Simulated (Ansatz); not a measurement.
**SnSe: sliding across a plane**

The task, for SnSe: slide the crystal rigidly across a (0 1 0) plane.

Computed with Ansatz 0.2.0 (DFT PBEsol, scalar-relativistic, plane waves, PAW, unless a step's input says otherwise).

1 further run of the same task is left out (it didn't finish).

## Step 1: Starting point

It takes space group Cmmm (No. 65, orthorhombic). Conventional cell: a = 5.775 Å, b = 11.907 Å, c = 3.001 Å, α = 90.00°, β = 90.00°, γ = 90.00°. Sn (site symmetry m2m) has 3 Se at 2.70 to 2.89 Å and 3 Sn at 3.00 to 3.14 Å as nearest neighbours. Around Se (site symmetry m2m) lie 3 Sn at 2.70 to 2.89 Å.

Coordinates:

```cif
data_structure
_symmetry_space_group_name_H-M 'Cmmm'
_symmetry_Int_Tables_number 65
_cell_length_a 5.7746
_cell_length_b 11.9067
_cell_length_c 3.0007
_cell_angle_alpha 90.000
_cell_angle_beta 90.000
_cell_angle_gamma 90.000
_cell_volume 206.32
loop_
_atom_site_label
_atom_site_type_symbol
_atom_site_symmetry_multiplicity
_atom_site_Wyckoff_symbol
_atom_site_fract_x
_atom_site_fract_y
_atom_site_fract_z
_atom_site_occupancy
Sn1 Sn 4 i 0.50000 0.36833 0.00000 1
Se1 Se 4 i 0.50000 0.14165 0.00000 1
```

It goes back to an entry of the Materials Project, which need not be the stable form.

It is the result of an earlier relaxation at this level (volume 25.79 Å³/atom; gap on the mesh: none (metal)).

## Step 2: The reference cell

Reference values: F = -45497.4111 eV; pressure 0.03 GPa; largest force 0.034 eV/Å; gap on the mesh none (metal). It was computed beforehand with the settings of the runs below.

## Step 3: Next: sliding across a plane

The cut lies on the cell's a–b face, a (0 1 0) plane of area 17.33 Å², between layers 2.58 Å apart (Se, Sn below, Se, Sn above); the cell is 11.9 Å thick. Vector c is tilted by f times 0·a + 1·b (length 5.775 Å) with the atoms' Cartesian places fixed: one unrelaxed fault per cell.

## Step 4: Point f = 0.167

The input, input.yaml:

```yaml
crystal:
  lattice:
    - [0.0, 0.0, -3.0006897804]
    - [-5.7746157959, 0.0, 0.0]
    - [-0.9626284532, 11.9066617747, 0.0]
  atoms:
    - { symbol: Sn, position: [0.000107989, 0.4802749617, 0.1183265645] }
    - { symbol: Sn, position: [0.000107989, 0.4363750383, 0.3816734355] }
    - { symbol: Sn, position: [0.999892011, -0.1030750383, 0.6183265645] }
    - { symbol: Sn, position: [0.999892011, -0.1469749617, 0.8816734355] }
    - { symbol: Se, position: [3.57285e-05, 0.3513618782, 0.8916504005] }
    - { symbol: Se, position: [3.57285e-05, 0.3985881218, 0.6083495995] }
    - { symbol: Se, position: [0.9999642715, -0.0652881218, 0.3916504005] }
    - { symbol: Se, position: [0.9999642715, -0.0180618782, 0.1083495995] }
basis:
  ecutwfc: 420
kpoints:
  mp_grid: { grid: [13, 7, 4] }
hamiltonian:
  xc: pbesol
scf:
  occupations: { method: gaussian, width: 0.15 }
output:
  forces: true
  stress: true
  eigenvalues: true
```

The run is started by

```bash
ansatz run input.yaml --threads 2 --pin off --max-ram 5120MiB --backend cpu --events-out ev --progress --plain --runs-dir out
```

Output (excerpt; [...] marks lines left out):

```text
Warning: RAYON_NUM_THREADS=2 ignored (pool sized by the plan → 2); use --threads N
[...]
Pseudopotentials: kind: paw
Pseudopotential: Sn, paw, valence charge 14, recommended cutoff 420 eV (normal), Sn.paw.azcp
Pseudopotential: Se, paw, valence charge 16, recommended cutoff 420 eV (normal), Se.paw.azcp
Functional definition: PBEsol
[...]
Crystal: 8 atoms, lattice volume = 206.317 Å³
Basis set: ecut = 420 eV, 3969 PW (Γ), exchange–correlation on 48×80×160 points (8 copies of the dense FFT grid, shifted against one another)
Bands: 72, of which v1, the nominal top of the filled ones, is band 60 counted from 1 (59 counted from 0)
Symmetry: 2 space group operations
Space group: P-1 (ITA 2), of the structure as read, at distance tolerance 5.9e-5 Å
k-points: 183 of 364
[...]
SCF iter   1: F=—  HF=-45496.914059 eV  |F-HF|=—  |Δ(HF+E_count)|=         —  Δρ=3.84e-3  dr2=8.77e-2  ethr=1.77e-3  ⟨swp⟩=7.5  Hψ=51547  notcnv=0  defer=53
[...]
SCF iter   7: F=-45496.893707 eV  HF=-45496.893707 eV  |F-HF|=5.55e-8  |Δ(HF+E_count)|=   7.87e-8  Δρ=3.98e-6  dr2=7.33e-8  ethr=8.33e-11  ⟨swp⟩=10.3  Hψ=62576  notcnv=0
[...]
SCF converged after 7 iterations
Free energy (F): -45496.893707 eV
[...]
E sigma→0 (E₀):  -45496.873229 eV
Entropy (-TS):   -0.040955 eV (-5.119 meV/atom)
Fermi energy:    9.593180 eV
[...]
--- Forces (eV/Å), atoms counted from 1 ---
  atom   1  Sn     0.18998394    -0.15543299     0.00009205
  atom   2  Sn     0.03169822     0.02764221     0.00010461
  atom   3  Sn    -0.03169822    -0.02764221    -0.00010461
  atom   4  Sn    -0.18998394     0.15543299    -0.00009205
  atom   5  Se    -0.73210836    -0.12974013     0.00001072
  atom   6  Se     0.03173334     0.01060194    -0.00000634
  atom   7  Se    -0.03173334    -0.01060194     0.00000634
  atom   8  Se     0.73210836     0.12974013    -0.00001072
[...]
--- Stress (GPa, compression-positive) ---
        0.250960       1.837312       0.000168
        1.837311      -0.034580      -0.000053
        0.000168      -0.000053      -1.614042
  P = ⅓ Tr σ = -0.4659 GPa (-4.659 kbar)
--- Band table (eV; the first three rows and the last of 183) ---
[...]
```

It took 57 s on 2 threads of Arm Neoverse V2, shared host; peak memory 1.7 GiB.

## Step 5: Point f = 0.333

The input, input.yaml:

```yaml
crystal:
  lattice:
    - [0.0, 0.0, -3.0006897804]
    - [-5.7746157959, 0.0, 0.0]
    - [-1.9246794448, 11.9066617747, 0.0]
  atoms:
    - { symbol: Sn, position: [0.000107989, 0.4605617561, 0.1183265645] }
    - { symbol: Sn, position: [0.000107989, 0.3727882439, 0.3816734355] }
    - { symbol: Sn, position: [0.999892011, -0.2060882439, 0.6183265645] }
    - { symbol: Sn, position: [0.999892011, -0.2938617561, 0.8816734355] }
    - { symbol: Se, position: [3.57285e-05, 0.2028129215, 0.8916504005] }
    - { symbol: Se, position: [3.57285e-05, 0.2972370785, 0.6083495995] }
    - { symbol: Se, position: [0.9999642715, -0.1305370785, 0.3916504005] }
    - { symbol: Se, position: [0.9999642715, -0.0361129215, 0.1083495995] }
basis:
  ecutwfc: 420
kpoints:
  mp_grid: { grid: [13, 7, 4] }
hamiltonian:
  xc: pbesol
scf:
  occupations: { method: gaussian, width: 0.15 }
output:
  forces: true
  stress: true
  eigenvalues: true
```

The run is started by

```bash
ansatz run input.yaml --threads 2 --pin off --max-ram 5120MiB --backend cpu --events-out ev --progress --plain --runs-dir out
```

Output (excerpt; [...] marks lines left out):

```text
[...]
SCF converged after 7 iterations
Free energy (F): -45496.450271 eV
[...]
E sigma→0 (E₀):  -45496.428597 eV
Entropy (-TS):   -0.043349 eV (-5.419 meV/atom)
Fermi energy:    9.570313 eV
[...]
--- Forces (eV/Å), atoms counted from 1 ---
  atom   1  Sn    -0.04951560     0.21881022     0.00004821
  atom   2  Sn    -0.03991883    -0.17906351     0.00008473
  atom   3  Sn     0.03991883     0.17906351    -0.00008473
  atom   4  Sn     0.04951560    -0.21881022    -0.00004821
  atom   5  Se     0.11550074    -0.28256859     0.00008883
  atom   6  Se    -0.03616184     0.28137783    -0.00001121
  atom   7  Se     0.03616184    -0.28137783     0.00001121
  atom   8  Se    -0.11550074     0.28256859    -0.00008883
[...]
--- Stress (GPa, compression-positive) ---
        0.760289      -0.577367      -0.000080
       -0.577368       0.691002      -0.000290
       -0.000080      -0.000290      -2.476940
  P = ⅓ Tr σ = -0.3419 GPa (-3.419 kbar)
--- Band table (eV; the first three rows and the last of 183) ---
[...]
```

Wall time 59 s (2 threads of Arm Neoverse V2, shared host); peak memory 1.7 GiB.

## Step 6: Point f = 0.500

The input, input.yaml:

```yaml
crystal:
  lattice:
    - [0.0, 0.0, -3.0006897804]
    - [-5.7746157959, 0.0, 0.0]
    - [-2.887307898, 11.9066617747, 0.0]
  atoms:
    - { symbol: Sn, position: [0.000107989, 0.4408367178, 0.1183265645] }
    - { symbol: Sn, position: [0.000107989, 0.3091632822, 0.3816734355] }
    - { symbol: Sn, position: [0.999892011, -0.3091632822, 0.6183265645] }
    - { symbol: Sn, position: [0.999892011, -0.4408367178, 0.8816734355] }
    - { symbol: Se, position: [3.57285e-05, 0.0541747997, 0.8916504005] }
    - { symbol: Se, position: [3.57285e-05, 0.1958252002, 0.6083495995] }
    - { symbol: Se, position: [0.9999642715, -0.1958252002, 0.3916504005] }
    - { symbol: Se, position: [0.9999642715, -0.0541747998, 0.1083495995] }
basis:
  ecutwfc: 420
kpoints:
  mp_grid: { grid: [13, 7, 4] }
hamiltonian:
  xc: pbesol
scf:
  occupations: { method: gaussian, width: 0.15 }
output:
  forces: true
  stress: true
  eigenvalues: true
```

The run is started by

```bash
ansatz run input.yaml --threads 2 --pin off --max-ram 5120MiB --backend cpu --events-out ev --progress --plain --runs-dir out
```

Output (excerpt; [...] marks lines left out):

```text
Warning: crystal.symmetry: narrowed to the stabiliser of the k-point mesh — unitary ops 4 → 2; excluded 2 operations that carry a point of the 13×7×4 mesh (shift [0, 0, 0]) off the mesh (the run samples exactly the mesh kpoints.mp_grid names, as under crystal.symmetry.detect: false, and [...]
Warning: RAYON_NUM_THREADS=2 ignored (pool sized by the plan → 2); use --threads N
[...]
[... 4 set-up lines as earlier in the session ...]
[...]
Crystal: 8 atoms, lattice volume = 206.317 Å³
Basis set: ecut = 420 eV, 3989 PW (Γ), exchange–correlation on 48×80×180 points (8 copies of the dense FFT grid, shifted against one another)
Bands: 72, of which v1, the nominal top of the filled ones, is band 60 counted from 1 (59 counted from 0)
[... 1 set-up line as earlier in the session ...]
k-points: 183 of 364
[...]
SCF iter   1: F=—  HF=-45496.657131 eV  |F-HF|=—  |Δ(HF+E_count)|=         —  Δρ=4.64e-3  dr2=1.59e-1  ethr=1.77e-3  ⟨swp⟩=7.8  Hψ=52681  notcnv=0  defer=42
[...]
SCF iter   7: F=-45496.625290 eV  HF=-45496.625291 eV  |F-HF|=4.56e-8  |Δ(HF+E_count)|=   7.25e-8  Δρ=3.61e-6  dr2=5.65e-8  ethr=8.33e-11  ⟨swp⟩=9.8  Hψ=61573  notcnv=0
[...]
SCF converged after 7 iterations
Free energy (F): -45496.625290 eV
[...]
E sigma→0 (E₀):  -45496.606083 eV
Entropy (-TS):   -0.038414 eV (-4.802 meV/atom)
Fermi energy:    9.572722 eV
[...]
--- Forces (eV/Å), atoms counted from 1 ---
  atom   1  Sn     0.00188056     0.74898921    -0.00003981
  atom   2  Sn    -0.00121381    -0.33960500     0.00007364
  atom   3  Sn     0.00121381     0.33960500    -0.00007364
  atom   4  Sn    -0.00188056    -0.74898921     0.00003981
  atom   5  Se     0.00355806     0.18228299     0.00013614
  atom   6  Se    -0.00144734     0.52561368     0.00001980
  atom   7  Se     0.00144734    -0.52561368    -0.00001980
  atom   8  Se    -0.00355806    -0.18228299    -0.00013614
[...]
--- Stress (GPa, compression-positive) ---
        1.911220      -0.009875      -0.000000
       -0.009875       0.537523      -0.000489
       -0.000000      -0.000489      -2.057187
  P = ⅓ Tr σ = 0.1305 GPa (1.305 kbar)
--- Band table (eV; the first three rows and the last of 183) ---
[...]
```

It took 54 s on 2 threads of Arm Neoverse V2, shared host; peak memory 1.7 GiB.

## Step 7: At f = 0.083

The input, input.yaml:

```yaml
crystal:
  lattice:
    - [0.0, 0.0, -3.0006897804]
    - [-5.7746157959, 0.0, 0.0]
    - [-0.4810254958, 11.9066617747, 0.0]
  atoms:
    - { symbol: Sn, position: [0.000107989, 0.4901433972, 0.1183265645] }
    - { symbol: Sn, position: [0.000107989, 0.4682066028, 0.3816734355] }
    - { symbol: Sn, position: [0.999892011, -0.0515066028, 0.6183265645] }
    - { symbol: Sn, position: [0.999892011, -0.0734433972, 0.8816734355] }
    - { symbol: Se, position: [3.57285e-05, 0.4257255216, 0.8916504005] }
    - { symbol: Se, position: [3.57285e-05, 0.4493244784, 0.6083495995] }
    - { symbol: Se, position: [0.9999642715, -0.0326244784, 0.3916504005] }
    - { symbol: Se, position: [0.9999642715, -0.0090255216, 0.1083495995] }
basis:
  ecutwfc: 420
kpoints:
  mp_grid: { grid: [13, 7, 4] }
hamiltonian:
  xc: pbesol
scf:
  occupations: { method: gaussian, width: 0.15 }
output:
  forces: true
  stress: true
  eigenvalues: true
```

The run is started by

```bash
ansatz run input.yaml --threads 2 --pin off --max-ram 5120MiB --backend cpu --events-out ev --progress --plain --runs-dir out
```

Output (excerpt; [...] marks lines left out):

```text
Warning: RAYON_NUM_THREADS=2 ignored (pool sized by the plan → 2); use --threads N
[...]
[... 4 set-up lines as earlier in the session ...]
[...]
Crystal: 8 atoms, lattice volume = 206.317 Å³
Basis set: ecut = 420 eV, 3973 PW (Γ), exchange–correlation on 48×80×160 points (8 copies of the dense FFT grid, shifted against one another)
Bands: 72, of which v1, the nominal top of the filled ones, is band 60 counted from 1 (59 counted from 0)
[... 2 set-up lines as earlier in the session ...]
k-points: 183 of 364
[...]
SCF iter   1: F=—  HF=-45497.285318 eV  |F-HF|=—  |Δ(HF+E_count)|=         —  Δρ=3.32e-3  dr2=2.95e-2  ethr=1.77e-3  ⟨swp⟩=7.6  Hψ=51829  notcnv=0  defer=48
[...]
SCF converged after 7 iterations
Free energy (F): -45497.270177 eV
[...]
E sigma→0 (E₀):  -45497.250927 eV
Entropy (-TS):   -0.038501 eV (-4.813 meV/atom)
Fermi energy:    9.628041 eV
[...]
--- Forces (eV/Å), atoms counted from 1 ---
  atom   1  Sn     0.07866354    -0.08475410     0.00009342
  atom   2  Sn     0.02248463     0.02891409     0.00010160
  atom   3  Sn    -0.02248463    -0.02891409    -0.00010160
  atom   4  Sn    -0.07866354     0.08475410    -0.00009342
  atom   5  Se    -0.49338596     0.00598054     0.00000362
  atom   6  Se     0.02105116     0.00583221     0.00000932
  atom   7  Se    -0.02105116    -0.00583221    -0.00000932
  atom   8  Se     0.49338596    -0.00598054    -0.00000362
[...]
--- Stress (GPa, compression-positive) ---
        0.208043       1.171763       0.000141
        1.171763       0.035806      -0.000004
        0.000141      -0.000004      -0.665631
  P = ⅓ Tr σ = -0.1406 GPa (-1.406 kbar)
--- Band table (eV; the first three rows and the last of 183) ---
[...]
```

It took 56 s on 2 threads of Arm Neoverse V2, shared host; peak memory 1.7 GiB.

## Step 8: The scan collected

Collected from the runs (energy zero: the undisturbed cell):

| f | γ (mJ/m²) | shear traction (GPa) |
| --- | --- | --- |
| 0.000 | 0 | 0.0 |
| 0.083 | 130 | 5.3 |
| 0.167 | 478 | 8.5 |
| 0.333 | 888 | -1.8 |
| 0.500 | 727 | 0.0 |

Not run, since symmetry makes them alike: 0.667 repeats 0.333, 0.833 repeats 0.167. Energy, pressure and gap are the same there.

## Step 9: Results

```
                      quantity                   value
  highest fault energy sampled  888 mJ/m² at f = 0.333
largest shear traction sampled                 8.5 GPa
```

Of the points run, the one at f = 0.333 is highest, 888 mJ/m². The values are for rigid blocks: relaxation normal to the plane would bring them down.
